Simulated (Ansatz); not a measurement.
Magnetic orders of CoO

These are results of DFT PBE+U, scalar-relativistic, plane waves, PAW (Ansatz 0.2.0), not measurements.

```
Co O
1.0
     0.00000    2.24997    2.24997
     2.24997    0.00000    2.24997
     2.24997    2.24997    0.00000
Co O
1 1
Direct
  0.00000 0.00000 0.00000
  0.25000 0.25000 0.25000
```

```json
{
 "plane-wave cutoff": "420 eV",
 "Γ-centred k-mesh": "16×16×16",
 "occupation rule": "Gaussian smearing, 0.05 eV",
 "U_eff on Löwdin-orthogonalised atomic d orbitals": "Co 5 eV",
 "list of starting moments (μB, in atom order)": "3 0",
 "check for lower electronic states after the SCF": "on"
}
```

All runs keep this geometry, which isn't relaxed for the lowest state (largest force there 0.000 eV/Å, pressure 14.0 GPa) and needn't be a stable compound; relaxing each order would shift the differences by some 20 meV/atom, going by the pressures and a bulk modulus of about 150 GPa. A propagation vector, in units of the reciprocal vectors, doubles the cell, which takes an equally dense mesh. Site moments are spin moments in atom-centred spheres that scale with the neighbour distance. The states are those that the runs reached from these starts; a lower one can exist.

Q: Starts tried: ferromagnetic; antiferromagnetic, doubled cell, propagation vector (0, 1/2, 1/2). Which state comes out lowest, and what are the moments?

A: The lowest state is antiferromagnetic, reached from the start “antiferromagnetic, doubled cell, propagation vector (0, 1/2, 1/2)”, with site moments (μB) Co +2.41, Co -2.41.

```
                                                            start ends energy above lowest (meV/atom) site moments (μB) gap on mesh (eV) P (GPa)
                                                    ferromagnetic ferromagnetic                            52.1   Co +2.47, O +0.18              0.60     17.1
antiferromagnetic, doubled cell, propagation vector (0, 1/2, 1/2) antiferromagnetic                            0.00  Co +2.41, Co -2.41              1.41     14.0
```

Cost: 2 runs of about 4.5 core-minutes in all, on Arm Neoverse V1 (shared hosts).